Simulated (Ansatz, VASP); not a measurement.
# Si2Ni in VASP and in Ansatz

The input INCAR:

```
SYSTEM = Si2Ni
ALGO = Fast ; EDIFF = 1E-6
ENCUT = 550 ; GGA = RP
ISIF = 2 ; ISMEAR = 0
ISPIN = 2 ; LASPH = .TRUE.
LCHARG = .FALSE. ; LMAXMIX = 4
LORBIT = 11 ; LREAL = .FALSE.
LWAVE = .FALSE. ; MAGMOM = 1 0 0
NBANDS = 20 ; NELM = 150
PREC = Accurate ; SIGMA = 0.02
```

Contents of KPOINTS:

```
k-points
0
G
  9 9 9
  0 0 0
```

The input POSCAR:

```
Si2Ni
1.0
    0.0000000000      2.7030000000      2.7030000000
    2.7030000000      0.0000000000      2.7030000000
    2.7030000000      2.7030000000      0.0000000000
Ni Si
1 2
Cartesian
    0.0000000000      0.0000000000      0.0000000000
    4.0545000000      4.0545000000      4.0545000000
    1.3515000000      1.3515000000      1.3515000000
```

input.yaml

```yaml
crystal:
  lattice:
    - [0.0, 2.703, 2.703]
    - [2.703, 0.0, 2.703]
    - [2.703, 2.703, 0.0]
  atoms:
    - { symbol: Ni, position: [0.0, 0.0, 0.0], spin: 1.0 }
    - { symbol: Si, position: [0.75, 0.75, 0.75] }
    - { symbol: Si, position: [0.25, 0.25, 0.25] }
hamiltonian:
  xc: rpbe
  pseudopotentials: { kind: paw }
magnetization:
  spin_polarized: true
kpoints:
  mp_grid: { grid: [9, 9, 9] }
scf:
  occupations: { method: gaussian, width: 0.02 }
output:
  forces: true
  stress: true
  eigenvalues: true
```

Alike in both runs: task single point; functional RPBE; k mesh 9 × 9 × 9; occupations gaussian, width 0.02 eV; collinear spin, ferromagnetic start.

```csv
,VASP,Ansatz
version,VASP 6.6.1,Ansatz 0.2.0
potentials or method,"VASP PAW PBE potentials, release 64 (Ni_GW, Si_GW)",Ansatz PAW
plane-wave cutoff (eV),550,420
valence electrons in the cell,18,26
```

|  | VASP | Ansatz | Ansatz less VASP |
| --- | --- | --- | --- |
| gap on the k mesh at the Fermi level (eV) | none | none | - |
| pressure (GPa) | 6.5 | 6.8 | +0.26 |
| net moment per atom (μB) | 0.00 | 0.00 | 0.000 |

A gap of «none» marks a metal or a gap that the smearing closes. The functional is the same, so the differences come from potentials, cutoffs and numerics. The two sets of potentials don't hold the same shells in valence.

Caveats: the PAW data sets were made with another functional, which shifts forces and pressure a little (VASP); the PAW data sets come from PBE, with cores solved anew for the run's functional, which leaves a small shift of forces and pressure (Ansatz); the starting moments weren't kept (Ansatz).
